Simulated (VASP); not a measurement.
# MgO: convergence, relaxation of the atoms

MgO, P1 (no. 1), 8 atoms in the cell. PBE, relaxation of the atoms; PAW potentials Mg, O (PBE set). VASP 6.6.1.

Wanted: energy within 1 meV/atom; two shortest distances of each atom within 0.01 Å.

POSCAR:
```
MgO
1.0
    4.1940027900      0.0000000000      0.0000000000
    0.0000000000      4.1940027900      0.0000000000
    0.0000000000      0.0000000000      4.1940027900
Mg O
4 4
Direct
    0.0106550000      0.0068610000      0.0014770000
    0.4834190000      0.5082440000      0.0033920000
    0.4960760000      0.0028880000      0.5020410000
    0.0098050000      0.4937580000      0.5050490000
    0.4927810000      0.4905970000      0.4880540000
    0.0148390000     -0.0060550000      0.4911870000
   -0.0079700000      0.4890400000     -0.0038470000
    0.5003940000      0.0146660000      0.0126480000
```

The series start from Force threshold EDIFFG (eV/Å): -0.02; Electronic threshold EDIFF (eV): 1e-6; Relaxation method: conjugate gradient, POTIM 0.5; Mixing and least electronic steps: default. Each series keeps the choices made before it, and each single choice may use up half of a tolerance.

## Force threshold EDIFFG (eV/Å)

| Force threshold EDIFFG (eV/Å) | Energy less reference (meV/atom) | Two shortest distances of each atom, largest deviation (Å) | SCF iterations | Time (s) |
|---|---|---|---|---|
| -0.1 | 0.0 | 0.004 | 47 | 12 |
| -0.05 | 0.0 | 0.004 | 47 | 11 |
| -0.03 | 0.0 | 0.002 | 52 | 13 |
| -0.02 | 0.0 | 0.002 | 52 | 11 |
| -0.01 | 0.0 | 0.000 | 57 | 14 |
| -0.005 | 0.0 | 0.000 | 57 | 14 |
| -0.002 (reference) | 0.0 | 0.000 | 63 | 16 |

Chosen: -0.1, the loosest value from which every tighter one stays within half of the tolerance.

## Electronic threshold EDIFF (eV)

| Electronic threshold EDIFF (eV) | Energy less reference (meV/atom) | Two shortest distances of each atom, largest deviation (Å) | SCF iterations | Time (s) |
|---|---|---|---|---|
| 0.001 | 0.0 | 0.000 | 39 | 12 |
| 0.0001 | 0.0 | 0.000 | 35 | 9.2 |
| 1e-5 | 0.0 | 0.000 | 42 | 11 |
| 1e-6 | 0.0 | 0.000 | 47 | 12 |
| 1e-7 (reference) | 0.0 | 0.000 | 55 | 13 |

Chosen: 0.001.

## Relaxation method

| Relaxation method | Energy less reference (meV/atom) | Two shortest distances of each atom, largest deviation (Å) | SCF iterations | Time (s) |
|---|---|---|---|---|
| conjugate gradient, POTIM 0.5 | 0.0 | 0.000 | 39 | 12 |
| conjugate gradient, POTIM 0.2 | 0.0 | 0.003 | 33 | 10 |
| conjugate gradient, POTIM 1.0 | 0.0 | 0.002 | 35 | 11 |
| quasi-Newton, POTIM 0.5 | 0.1 | 0.003 | 22 | 6.4 |
| quasi-Newton, POTIM 0.3, 10 steps kept | 0.1 | 0.001 | 23 | 7.0 |
| quasi-Newton, POTIM 0.5, at least 5 electronic steps | 0.1 | 0.001 | 25 | 7.7 |
| damped dynamics, POTIM 0.2, SMASS 0.4 | 0.1 | 0.003 | 51 | 17 |
| damped dynamics, POTIM 0.4, SMASS 0.8 | 0.1 | 0.002 | 33 | 9.9 |
| velocity quench, POTIM 0.1 | 0.1 | 0.005 | 28 | 8.5 |

Chosen: quasi-Newton, POTIM 0.5, the fastest of those that stay within half of the tolerance.

## Mixing and least electronic steps

| Mixing and least electronic steps | Energy less reference (meV/atom) | Two shortest distances of each atom, largest deviation (Å) | SCF iterations | Time (s) |
|---|---|---|---|---|
| default | 0.0 | 0.000 | 22 | 6.4 |
| MAXMIX 40 | 0.0 | 0.004 | 21 | 6.9 |
| NELMIN 4 | 0.0 | 0.000 | 23 | 6.1 |
| NELMIN 4, MAXMIX 40 | 0.0 | 0.000 | 23 | 5.9 |
| ALGO Fast | 0.0 | 0.003 | 22 | 5.8 |

Chosen: default; no other choice that stays within half of the tolerance saves 30 % of the time.

## All choices together

| Input | Energy less reference (meV/atom) | Two shortest distances of each atom, largest deviation (Å) | Time (s) |
|---|---|---|---|
| program defaults (naive) | 0.0 | 0.002 | 9.5 |
| chosen settings | 0.1 | 0.001 | 6.4 |
| reference settings throughout | 0.0 | 0.000 | 18 |

The tolerance is met.

## The input

INCAR:
```
SYSTEM = MgO
  ALGO = Normal
  EDIFF = 0.001
  EDIFFG = -0.1
  ENCUT = 500
  IBRION = 1
  ISIF = 2
  ISMEAR = 0
  KPAR = 8
  LASPH = .True.
  LCHARG = .False.
  LREAL = .False.
  LWAVE = .False.
  NELM = 100
  NSW = 150
  POTIM = 0.5
  PREC = Normal
  SIGMA = 0.05
```

KPOINTS:
```
k-points
0
Gamma
  4 4 4
```

Commands:
```
cat potpaw_PBE.64/Mg/POTCAR potpaw_PBE.64/O/POTCAR > POTCAR
mpirun -np 8 vasp_std > vasp.out
```

The naive input happens to agree within the tolerance here, in 9.5 s.

Limits: the start was distorted on purpose (atoms moved at random), so the space group given is the start's and not the crystal's.

The chosen input took VASP 6.6.1 6.4 s on 8 cores (Intel Xeon 6975P-C (Granite Rapids)), a shared host.

## An input that fails: ionic step far too long

VASP's message: internal error in: us.F  at line: 1398 internal ERROR SETYLM_AUG: -31 4 113 17 -32 3 3 If you are not a developer, you should not encounter this problem. Please submit a bug report.

Changes against the starting input:
```
- NELM = 100
- IBRION = 2
- NSW = 150
- POTIM = 0.5
+ NELM = 60
+ IBRION = 3
+ NSW = 30
+ POTIM = 5.0
+ SMASS = 0.4
```
